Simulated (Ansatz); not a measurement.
# NbP (NiAs type): equation of state

An exercise on one series of results from a longer session: the logs are not shown, and one member is left open.

Method: DFT PBE, scalar-relativistic, plane waves, PAW, in Ansatz 0.2.0.

2 further runs of the same task are left out: 2 that didn't finish. Runs told in other sessions of the task aren't counted.

## The structure to begin with

The structure is hexagonal, space group P6_3/mmc (No. 194). Conventional cell: a = 3.316 Å, b = 3.316 Å, c = 6.716 Å, α = 90.00°, β = 90.00°, γ = 120.00°. Around Nb (site symmetry -3m) lie 6 P at 2.55 Å. Around P (site symmetry -6m2) lie 6 Nb at 2.55 Å.

Coordinates:

```
Nb P
1.0
     3.31629    0.00000    0.00000
    -1.65814    2.87199    0.00000
     0.00000    0.00000    6.71640
Nb P
2 2
Cartesian
  0.0000 0.0000 0.0000
  0.0000 0.0000 3.3582
  0.0000 1.9147 1.6791
  1.6581 0.9573 5.0373
```

This cell comes from an earlier session at PBE: 15.992 Å³/atom at 0.00 GPa, on a 10×10×8 mesh.

Volume factors to run: 0.980, 1.020, 0.960, 1.040, 1.070, 1.100, 0.945.

The first run:

File input.yaml:

```yaml
crystal:
  lattice:
    - [3.2940310374, 0.0, 0.0]
    - [-1.6470155187, 2.8527145592, 0.0]
    - [0.0, 0.0, 6.6713201046]
  atoms:
    - { symbol: Nb, position: [0.0, 0.0, 0.0] }
    - { symbol: Nb, position: [0.0, 0.0, 0.5] }
    - { symbol: P, position: [0.3333333333, 0.6666666667, 0.25] }
    - { symbol: P, position: [0.6666666667, 0.3333333333, 0.75] }
basis:
  ecutwfc: 420
  ecutrho_ratio: 4
kpoints:
  mp_grid: { grid: [10, 10, 8] }
hamiltonian:
  xc: pbe
scf:
  occupations: { method: gaussian, width: 0.05 }
output:
  forces: true
  stress: true
  eigenvalues: true
relax:
  f_tol: 0.01
  max_steps: 40
  cell: { stress_tol: 0.1, fix: [volume] }
```

Run with:

```console
$ ansatz run input.yaml --threads 2 --pin off --max-ram 2662MiB --backend cpu --events-out ev --progress --plain --runs-dir out
```

Among the steps run: Scaling the volume by 0.980; At 1.020 of the relaxed volume; Volume × 0.960; Volume × 1.040; At 1.070 of the relaxed volume; At 1.100 of the relaxed volume; At 0.945 of the relaxed volume.

One of the session's tables, all rows but one given; the rest of the session is left out.

It belongs to the step «The fit». 

| volume (Å³/atom) | energy (meV/atom) | pressure (GPa) |
| --- | --- | --- |
| 15.113 | 29.07 | 11.20 |
| 15.353 | 14.97 | 7.80 |
| 15.672 | 3.64 | 3.69 |
| 15.992 | 0.00 | 0.00 |
| 16.312 | 3.36 | -3.37 |
| 16.632 | ? | ? |
| 17.112 | 38.42 | -10.42 |
| 17.592 | 74.86 | -13.83 |

Q: Estimate the row for volume (Å³/atom) = 16.632 from the others.

Worked estimate for «energy (meV/atom)». A straight line through the neighbours (16.312, 3.36) and (17.112, 38.42) gives 3.36 + (38.42 − 3.36) × (16.632 − 16.312) / (17.112 − 16.312) = 17.38; a parabola fitted to 4 rows on both sides gives 13.42.

As computed: energy (meV/atom): 13.11; pressure (GPa): -6.41. In «energy (meV/atom)» the line misses by +4.27 and the parabola by +0.31.
